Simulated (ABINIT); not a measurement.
Runs of ABINIT 10.8.3 (patched build) on NaI. Symmetry: Fm-3m, No. 225, cubic system. Conventional cell: a = 6.473 Å, b = 6.473 Å, c = 6.473 Å, α = 90.00°, β = 90.00°, γ = 90.00°. Around I (site symmetry m-3m) lie 6 Na at 3.24 Å. Na (site symmetry m-3m) is surrounded by 6 I at 3.24 Å. 

```tsv
task	level	potentials or basis	cutoff (eV)	fine-grid cutoff	gap on the mesh (eV)	pressure (GPa)	V0 of scaled cells (Å³/atom)	B0 (GPa)
band structure	LDA	JTH PAW LDA v2.0	1088	1687.11 eV	3.33	-1.6	-	-
band structure	r2SCAN	Ansatz PAW PBE default generated set, frozen core	490	979.61 eV	4.43	-	-	-
band structure	PBEsol	PseudoDojo NC SR PBEsol v0.4.1 standard	1197	-	(b)	(a)	-	-
equation of state	PBEsol	PseudoDojo NC SR PBEsol v0.4.1 standard	1197	-	-	-	32.81	17
equation of state	PBE	JTH PAW PBE v2.0	1088	1687.11 eV	-	-	34.93	15
band structure	r2SCAN	JTH PAW PBE v2.0	1306	1959.22 eV	4.42	-	-	-
band structure	PBE	JTH PAW PBE v2.0	1088	1687.11 eV	3.64	0.5	-	-
```

Alike in all rows: no spin polarisation; cell as given; k mesh 7 × 7 × 7; smearing fermi-dirac 0.05 eV.

**Question.** Estimate the missing entries.

**Answer.** (a) -0.5; (b) 3.51.

Caveats: spin-orbit coupling is left out, which moves the levels of the heavy elements (some runs); the PAW data sets were made with another functional, which shifts forces and pressure a little (some runs); pressures at fixed basis lie under the slope of the energies (some runs).

A k mesh can miss the band edges, and the runs leave out spin-orbit coupling on I.

Not every run made on this cell is shown here.
